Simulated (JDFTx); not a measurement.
# TiB2 (P6/mmm) in JDFTx: further runs

The runs below take TiB2 through single point, with PBE, PBE+U.

Program: JDFTx 1.7.0 (patched build). These are calculated values, not measurements. Logs are shortened: lines on timing, memory, paths and dates and some standing lists are left out, and cuts for length are marked. The log counts tension as positive stress, the text compression.

### Step 1. Starting point

Symmetry: P6/mmm, No. 191, hexagonal system. The conventional cell has a = 3.029 Å, b = 3.029 Å, c = 3.228 Å, α = 90.00°, β = 90.00°, γ = 120.00°. Ti (site symmetry 6/mmm) has 12 B at 2.38 Å as nearest neighbours. B (site symmetry -6m2) has 3 B at 1.75 Å as nearest neighbours.

### Step 2. Single point, PBE

File TiB2.in:

```
lattice \
    5.7243583767    -2.8621791884     0.0000000000 \
    0.0000000000     4.9574397745     0.0000000000 \
    0.0000000000     0.0000000000     6.1007918207
coords-type Cartesian
ion Ti     0.0000000000     0.0000000000     0.0000000000 1
ion B      2.8621791886     1.6524799247     3.0503959104 1
ion B     -0.0000000003     3.3049598498     3.0503959104 1

ion-species pseudo/Ti.upf
ion-species pseudo/B.upf
elec-cutoff 42 336
elec-ex-corr gga-PBE
kpoint-folding 10 10 8
elec-smearing Fermi 0.0018374661
elec-n-bands 15
electronic-SCF nIterations 100 energyDiffThreshold 1e-09
electronic-minimize nIterations 30 energyDiffThreshold 1e-7
converge-empty-states yes
forces-output-coords Cartesian

dump-name run.$VAR
dump End Ecomponents EigStats BandEigs Kpoints Forces Stress ElecDensity
```

Potentials or basis: PseudoDojo-SR-PBE-0.5-standard with smoothed tails.

The run is started by

```console
> jdftx -c 1 -i TiB2.in -o TiB2.out
```

Output:

```text
*************** JDFTx 1.7.0 (patched build) ***************

Input parsed successfully to the following command list (including defaults):
[... the input with its defaults ...]

---------- Setting up symmetries ----------

Found 24 point-group symmetries of the bravais lattice
Found 24 space-group symmetries with basis
Applied RMS atom displacement 2.44571e-10 bohrs to make symmetries exact.

---------- Initializing the Grid ----------
R =
[      5.72436     -2.86218            0  ]
[            0      4.95744            0  ]
[            0            0      6.10079  ]
unit cell volume = 173.129
G =
[    1.09762   0.633713         -0  ]
[          0    1.26743          0  ]
[          0         -0     1.0299  ]
Minimum fftbox size, Smin = [  48  48  52  ]
Chosen fftbox size, S = [  48  48  54  ]

---------- Initializing tighter grid for wavefunction operations ----------
R =
[      5.72436     -2.86218            0  ]
[            0      4.95744            0  ]
[            0            0      6.10079  ]
unit cell volume = 173.129
G =
[    1.09762   0.633713         -0  ]
[          0    1.26743          0  ]
[          0         -0     1.0299  ]
Minimum fftbox size, Smin = [  36  36  36  ]
Chosen fftbox size, S = [  36  36  36  ]

---------- Exchange Correlation functional ----------
Initalized PBE GGA exchange.
Initalized PBE GGA correlation.

---------- Setting up pseudopotentials ----------
Width of ionic core gaussian charges (only for fluid interactions / plotting) set to 0

Reading pseudopotential file 'pseudo/Ti.upf':
  'Ti' pseudopotential, 'PBE' functional
  Generated using ONCVPSP code by D. R. Hamann
  12 valence electrons, 4 orbitals, 6 projectors, 1001 radial grid points, with lMax = 2
    3S    l: 0   occupation:  2.0   eigenvalue: -2.301740
    3P    l: 1   occupation:  6.0   eigenvalue: -1.428110
    3D    l: 2   occupation:  2.0   eigenvalue: -0.156511
    4S    l: 0   occupation:  2.0   eigenvalue: -0.164159
  Core radius for overlap checks: 1.61 bohrs.

Reading pseudopotential file 'pseudo/B.upf':
  'B' pseudopotential, 'PBE' functional
  Generated using ONCVPSP code by D. R. Hamann
  3 valence electrons, 2 orbitals, 4 projectors, 1001 radial grid points, with lMax = 1
    2S    l: 0   occupation:  2.0   eigenvalue: -0.347027
    2P    l: 1   occupation:  1.0   eigenvalue: -0.132548
  Core radius for overlap checks: 1.18 bohrs.

Initialized 2 species with 3 total atoms.

Folded 1 k-points by 10x10x8 to 800 k-points.

---------- Setting up k-points, bands, fillings ----------
Reduced to 70 k-points under symmetry.
Computing the number of bands and number of electrons
Calculating initial fillings.
nElectrons:  18.000000   nBands: 15   nStates: 70

----- Setting up reduced wavefunction bases (one per k-point) -----
average nbasis = 2251.131 , ideal nbasis = 2250.808

---------- Setting up ewald sum ----------
Optimum gaussian width for ewald sums = 1.851456 bohr.
Real space sum over 1089 unit cells with max indices [  5  5  4  ]
Reciprocal space sum over 2197 terms with max indices [  6  6  6  ]

---------- Allocating electronic variables ----------
Initializing wave functions:  linear combination of atomic orbitals
Ti pseudo-atom occupations:   s ( 2 2 )  p ( 6 )  d ( 2 )
B pseudo-atom occupations:   s ( 2 )  p ( 1 )
	FillingsUpdate:  mu: +0.464789849  nElectrons: 18.000000
LCAOMinimize: Iter:   0  F: -63.9703005283171251  |grad|_K:  4.647e-03  alpha:  1.000e+00
	FillingsUpdate:  mu: +0.514992033  nElectrons: 18.000000
LCAOMinimize: Iter:   1  F: -64.0393773855674766  |grad|_K:  2.711e-03  alpha:  1.538e-01  linmin: -3.387e-01  cgtest:  9.352e-01
LCAOMinimize: Encountered beta<0, resetting CG.
[... 13 lines of inner loops ...]
LCAOMinimize: Iter:   6  F: -64.0700785843169314  |grad|_K:  2.310e-06  alpha:  3.189e-01  linmin:  7.808e-04  cgtest: -1.291e-02
	FillingsUpdate:  mu: +0.575610557  nElectrons: 18.000000
LCAOMinimize: Iter:   7  F: -64.0700786364759836  |grad|_K:  2.463e-07  alpha:  7.743e-01  linmin:  2.450e-04  cgtest:  1.194e-02
LCAOMinimize: Converged (|Delta F|<1.000000e-06 for 2 iters).

-------- Electronic minimization -----------
Will mix electronic density at each iteration.
	FillingsUpdate:  mu: +0.575610557  nElectrons: 18.000000
	FillingsUpdate:  mu: +0.565307446  nElectrons: 18.000000
SCF: Cycle:  0   F: -64.120405913922241   dF: -5.033e-02   |Residual|: 4.931e-02   |deigs|: 2.163e-02
	FillingsUpdate:  mu: +0.557023410  nElectrons: 18.000000
SCF: Cycle:  1   F: -64.122531892493257   dF: -2.126e-03   |Residual|: 2.175e-02   |deigs|: 1.085e-02
	FillingsUpdate:  mu: +0.557156730  nElectrons: 18.000000
SCF: Cycle:  2   F: -64.122785305006602   dF: -2.534e-04   |Residual|: 1.087e-02   |deigs|: 1.462e-03
	FillingsUpdate:  mu: +0.555533538  nElectrons: 18.000000
SCF: Cycle:  3   F: -64.122824666135799   dF: -3.936e-05   |Residual|: 2.871e-03   |deigs|: 2.383e-03
	FillingsUpdate:  mu: +0.556087878  nElectrons: 18.000000
SCF: Cycle:  4   F: -64.122826978306790   dF: -2.312e-06   |Residual|: 1.663e-03   |deigs|: 8.651e-04
	FillingsUpdate:  mu: +0.555819567  nElectrons: 18.000000
SCF: Cycle:  5   F: -64.122829981946580   dF: -3.004e-06   |Residual|: 2.277e-04   |deigs|: 4.209e-04
	FillingsUpdate:  mu: +0.555812637  nElectrons: 18.000000
SCF: Cycle:  6   F: -64.122830136069425   dF: -1.541e-07   |Residual|: 1.200e-04   |deigs|: 1.051e-04
	FillingsUpdate:  mu: +0.555791610  nElectrons: 18.000000
SCF: Cycle:  7   F: -64.122830219877514   dF: -8.381e-08   |Residual|: 4.449e-05   |deigs|: 1.244e-04
	FillingsUpdate:  mu: +0.555795289  nElectrons: 18.000000
SCF: Cycle:  8   F: -64.122830248313875   dF: -2.844e-08   |Residual|: 2.346e-05   |deigs|: 8.607e-05
	FillingsUpdate:  mu: +0.555795524  nElectrons: 18.000000
SCF: Cycle:  9   F: -64.122830254516913   dF: -6.203e-09   |Residual|: 1.839e-05   |deigs|: 7.123e-05
	FillingsUpdate:  mu: +0.555796194  nElectrons: 18.000000
SCF: Cycle: 10   F: -64.122830256410509   dF: -1.894e-09   |Residual|: 1.512e-05   |deigs|: 6.657e-05
	FillingsUpdate:  mu: +0.555795641  nElectrons: 18.000000
SCF: Cycle: 11   F: -64.122830256992017   dF: -5.815e-10   |Residual|: 2.825e-06   |deigs|: 6.957e-05
	FillingsUpdate:  mu: +0.555795498  nElectrons: 18.000000
SCF: Cycle: 12   F: -64.122830257159578   dF: -1.676e-10   |Residual|: 2.943e-06   |deigs|: 5.891e-05
SCF: Converged (|Delta E|<1.000000e-09 for 2 iters).

Setting wave functions to eigenvectors of Hamiltonian
Converging empty states (this may take a while):
EmptyStates: None of the convergence criteria satisfied.
|deigs|: 6.061e-04

# Stress tensor in Cartesian coordinates [Eh/a0^3]:
[ -8.97618e-06            0            0  ]
[            0 -8.97618e-06            0  ]
[            0            0 -2.21894e-06  ]

# Ionic positions in cartesian coordinates:
ion Ti   0.000000000000000  -0.000000000000000   0.000000000033333 1
ion B   2.862179188333333   1.652479924833333   3.050395910383333 1
ion B  -0.000000000033333   3.304959849666667   3.050395910383333 1

# Forces in Cartesian coordinates:
force Ti   0.000000000000000  -0.000000000000000   0.000000000000000 1
force B   0.000000000000000  -0.000000000000000   0.000000000000000 1
force B  -0.000000000000000  -0.000000000000000   0.000000000000000 1

# Energy components:
   Eewald =      -51.3087759302430939
       EH =       12.1069392435203458
     Eloc =      -43.1880335446859007
      Enl =        0.6729698119943996
      Exc =      -11.2926989483008615
 Exc_core =        1.2318085679680684
       KE =       27.6551936911099965
-------------------------------------
     Etot =      -64.1225971086370379
       TS =        0.0002331485225337
-------------------------------------
        F =      -64.1228302571595776

IonicMinimize: Iter:   0  F: -64.122830257159578  |grad|_K:       -nan
IonicMinimize: None of the convergence criteria satisfied after 0 iterations.

#--- Lowdin population analysis ---
# oxidation-state Ti +0.873
# oxidation-state B -0.418 -0.418

Dumping 'run.eigStats' ...
	eMin: -1.534799 at state 0 ( [ +0.000000 +0.000000 +0.000000 ] spin 0 )
	HOMO: +0.555754 at state 55 ( [ +0.200000 +0.300000 +0.000000 ] spin 0 )
	mu  : +0.555794
	LUMO: +0.556083 at state 8 ( [ +0.000000 +0.100000 +0.375000 ] spin 0 )
	eMax: +0.931575 at state 66 ( [ +0.300000 +0.300000 +0.125000 ] spin 0 )
	HOMO-LUMO gap: +0.000329
	Optical gap  : +0.004857 at state 32 ( [ +0.100000 +0.100000 +0.250000 ] spin 0 )
WARNING: the last solve of the electrons (or of bands or displaced states from it) ended unconverged.
Done!
```

It took 60 s on 1 thread of Intel Xeon 6975P-C (Granite Rapids), shared host; peak memory 0.16 GiB.

What came out:

```yaml
Free_energy: -1744.8711 eV
Pressure: 0.2 GPa
Band_gap_on_the_k_mesh: none (metal or under the smearing width)
Loewdin_charges: Ti +0.87; B -0.42 e
```

Stress tensor (GPa, compression positive):
```
0.26 0.00 0.00
0.00 0.26 0.00
0.00 0.00 0.07
```

Caveat: the empty levels aren't tightly converged.

### Step 3. Single point, PBE+U

TiB2.in: that of step 2 with these lines changed.

```diff
@@ -16,2 +16,3 @@
 elec-n-bands 15
+add-U Ti d 0.036749
 electronic-SCF nIterations 100 energyDiffThreshold 1e-09
@@ -22,2 +23,2 @@
 dump-name run.$VAR
-dump End Ecomponents EigStats BandEigs Kpoints Forces Stress ElecDensity
+dump End Ecomponents EigStats BandEigs Kpoints Forces Stress ElecDensity RhoAtom
```

Potentials or basis: PseudoDojo-SR-PBE-0.5-standard with smoothed tails.

The run is started by

```console
> jdftx -c 1 -i TiB2.in -o TiB2.out
```

Run time: 64 s. Hardware: 1 thread of Intel Xeon 6975P-C (Granite Rapids), shared host; peak memory 0.17 GiB.

The run converged. Its results:

| Quantity | Value |
| --- | --- |
| Free energy | -1743.6340 eV |
| Pressure | 0.7 GPa |
| Band gap on the k mesh | none (metal or under the smearing width) |
| Loewdin charges | Ti +0.88; B -0.42 e |

Levels at points of the mesh, in eV from the Fermi level:
```tsv
k point	band 6	band 7	band 8	band 9	band 10	band 11	band 12	band 13
(0.00, 0.00, 0.00)	-2.57	-2.57	-2.31	-1.99	1.92	1.92	3.69	3.69
(0.00, 0.00, 0.50)	-7.56	-0.53	-0.53	-0.15	-0.15	0.49	0.49	1.73
(0.00, 0.50, 0.00)	-9.21	-3.25	-3.20	-2.18	1.37	2.79	3.28	3.38
(0.00, 0.50, 0.50)	-7.53	-4.62	-3.77	-3.13	2.57	2.97	4.49	4.60
```

Eigenvalues of the final occupation matrices:
| site | spin | trace | eigenvalues |
| --- | --- | --- | --- |
| atom 1 Ti | 1 | 2.29 | 0.40 0.46 0.46 0.48 0.48 |

Caveat: the empty levels aren't tightly converged; U without spin polarisation on a metal has little footing; the U is typed as a test and isn't derived for this compound.

### Step 4. Single point, PBE+U

TiB2.in: that of step 3 with these lines changed.

```diff
@@ -16,3 +16,3 @@
 elec-n-bands 15
-add-U Ti d 0.036749
+add-U Ti d 0.073499
 electronic-SCF nIterations 100 energyDiffThreshold 1e-09
@@ -23,2 +23,2 @@
 dump-name run.$VAR
-dump End Ecomponents EigStats BandEigs Kpoints Forces Stress ElecDensity RhoAtom
+dump End Ecomponents EigStats BandEigs Kpoints Forces Stress ElecDensity RhoAtom Dtot KEdensity
```

The run is started by

```console
> jdftx -c 1 -i TiB2.in -o TiB2.out
```

Wall time 64 s (1 thread of Intel Xeon 6975P-C (Granite Rapids), shared host); peak memory 0.17 GiB.

The run converged. Its results:

```yaml
Free_energy: -1742.3982 eV
Pressure: 1.1 GPa
Band_gap_on_the_k_mesh: none (metal or under the smearing width)
Loewdin_charges: Ti +0.88; B -0.42 e
```

Stress tensor (GPa, compression positive):
```
1.07 0.00 0.00
0.00 1.07 0.00
0.00 0.00 1.29
```

Levels at points of the mesh, in eV from the Fermi level:
```tsv
k point	band 7	band 8	band 9	band 10	band 11	band 12
(0.00, 0.00, 0.00)	-2.58	-2.34	-1.92	1.88	1.88	3.66
(0.00, 0.00, 0.50)	-0.56	-0.56	-0.18	-0.18	0.48	0.48
(0.00, 0.50, 0.00)	-3.28	-3.23	-2.14	1.33	2.77	3.28
(0.00, 0.50, 0.50)	-4.65	-3.77	-3.17	2.60	2.95	4.45
```

Eigenvalues of the final occupation matrices:
```
     site  spin  trace               eigenvalues
atom 1 Ti     1   2.28  0.39 0.46 0.46 0.49 0.49
```

Caveat: the empty levels aren't tightly converged; U without spin polarisation on a metal has little footing; the U is typed as a test and isn't derived for this compound.

### Step 5. Single point, PBE+U

TiB2.in: that of step 4 with these lines changed.

```diff
@@ -16,3 +16,3 @@
 elec-n-bands 15
-add-U Ti d 0.073499
+add-U Ti d 0.110248
 electronic-SCF nIterations 100 energyDiffThreshold 1e-09
@@ -23,2 +23,2 @@
 dump-name run.$VAR
-dump End Ecomponents EigStats BandEigs Kpoints Forces Stress ElecDensity RhoAtom Dtot KEdensity
+dump End Ecomponents EigStats BandEigs Kpoints Forces Stress ElecDensity RhoAtom
```

The run is started by

```console
> jdftx -c 1 -i TiB2.in -o TiB2.out
```

It took 65 s on 1 thread of Intel Xeon 6975P-C (Granite Rapids), shared host; peak memory 0.17 GiB.

The run converged. Its results:

- Free energy: -1741.1640 eV
- Pressure: 1.7 GPa
- Band gap on the k mesh: none (metal or under the smearing width)
- Loewdin charges: Ti +0.89; B -0.43 e

Stress tensor (GPa, compression positive):
```
1.53 0.00 0.00
0.00 1.53 0.00
0.00 0.00 1.92
```

Levels at points of the mesh, in eV from the Fermi level:
```csv
k point,band 5,band 6,band 7,band 8,band 9,band 10,band 11,band 12,band 13,band 14
"(0.00, 0.00, 0.00)",-13.55,-2.59,-2.59,-2.38,-1.82,1.82,1.82,3.64,3.64,5.75
"(0.00, 0.00, 0.50)",-11.63,-7.53,-0.58,-0.58,-0.23,-0.23,0.47,0.47,1.81,6.51
"(0.00, 0.50, 0.00)",-9.30,-9.28,-3.31,-3.27,-2.10,1.28,2.75,3.29,3.32,7.38
"(0.00, 0.50, 0.50)",-9.76,-7.59,-4.68,-3.76,-3.20,2.65,2.93,4.39,4.51,5.35
```

Eigenvalues of the final occupation matrices:
```
     site  spin  trace               eigenvalues
atom 1 Ti     1   2.28  0.39 0.46 0.46 0.49 0.49
```

Caveat: the empty levels aren't tightly converged; U without spin polarisation on a metal has little footing; the U is typed as a test and isn't derived for this compound.

### Step 6. Overview

```csv
level,U,gap on the mesh (eV),pressure (GPa)
PBE,-,none,0.2
PBE+U,Ti d U = 1 eV,none,0.7
PBE+U,Ti d U = 2 eV,none,1.1
PBE+U,Ti d U = 3 eV,none,1.7
```

Alike in all rows: task single point; potentials or basis PseudoDojo-SR-PBE-0.5-standard with smoothed tails; no spin polarisation; cell as given; k mesh 10 × 10 × 8; cutoff (eV) 1143; smearing fermi-dirac 0.05 eV.

Every run on the cell as given and a fine mesh finds a metal. The pressure there spans 0.2 GPa (PBE) to 1.7 GPa (PBE+U); a positive pressure means that this level wants a larger cell, a negative one a smaller.

Caveats: the empty levels aren't tightly converged; U without spin polarisation on a metal has little footing (some runs); the U is typed as a test and isn't derived for this compound (some runs).

Absolute energies hang on the potentials; compare differences alone.
